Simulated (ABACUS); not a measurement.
Crystal: Pt.

```
Pt
1.0
     2.77313    0.00000    0.00000
     1.38657    2.40160    0.00000
     1.38657    0.80053    2.26425
Pt
1
Direct
  0.00000 0.00000 0.00000
```

| Item | Value |
| --- | --- |
| Program | ABACUS 3.10.1 |
| Task | relaxation of cell and atoms |
| Functional | B86bPBE |
| Potentials or basis | PseudoDojo NC SR 0.5 PBE standard |
| Cutoff | 1143 eV |
| Density cutoff | 4572 eV |
| Basis | plane waves |
| k mesh | 10 × 10 × 10 |
| Occupations | fermi-dirac, width 0.05 eV |
| Spin | no spin polarisation |

At the start: pressure 12.1 GPa; volume 15.08 Å³/atom.

Question: Where does the relaxation end?

Answer: Over 3 steps the energy falls by 24.7 meV/atom and the volume is 15.77 Å³/atom (+4.6 %); space group Fm-3m (No. 225, to 0.05 Å).

The path:
| step | energy change (eV) | largest force (eV/Å) | pressure (GPa) | volume (Å³) |
| --- | --- | --- | --- | --- |
| 1 | 0.0000 | 0.0000 | 12.10 | 15.08 |
| 2 | -0.0245 | 0.0000 | -1.07 | 15.83 |
| 3 | -0.0247 | 0.0000 | -0.08 | 15.77 |

Final structure:
```xyz
1
Lattice="2.8147 0.0000 0.0000 1.4074 2.4376 0.0000 1.4074 0.8125 2.2982" Properties=species:S:1:pos:R:3 pbc="T T T"
Pt    0.0000    0.0000    0.0000
```

Caveat: the potentials were made for another functional, which shifts forces and pressure.
